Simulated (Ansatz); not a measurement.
**What a change of settings does: P (bcc type)**

First run: DFT, PBE, all-electron LAPW, scalar-relativistic (Ansatz 0.2.0).

Command: `ansatz run input.yaml --threads 1 --pin off --max-ram 2048MiB --backend cpu --events-out ev --progress --plain --runs-dir out` It took 3.7 s on 1 thread of Intel(R) Xeon(R) Platinum 8488C (Sapphire Rapids) (shared host), peak memory 0.27 GiB.

```yaml
crystal:
  lattice:
    - [-1.4163731298, 1.4163731298, 1.4163731298]
    - [1.4163731298, -1.4163731298, 1.4163731298]
    - [1.4163731298, 1.4163731298, -1.4163731298]
  atoms:
    - { symbol: P, position: [0.0, 0.0, 0.0] }
kpoints:
  mp_grid: { grid: [17, 17, 17] }
scf:
  occupations: { method: fermi_dirac, width: 0.1 }
hamiltonian:
  xc: pbe
  pseudopotentials: { kind: all_electron, lapw: { basis_error: 0.001 } }
output:
  forces: true
  stress: true
  eigenvalues: true
  populations: true
```

The cell comes from a relaxation on PAW files under the same functional, begun from a prototype that needn't be the stable phase.

This run: volume at 0.8 of the series' base cell.

It converges in 5 SCF iterations at a pressure of 33.8 GPa.

The input is then changed:

```diff
   populations: true
+accuracy: medium
```

What does the second run give?

It converges in 5 SCF iterations at a pressure of 33.8 GPa, free energy 0.0 meV/atom against the first run's.
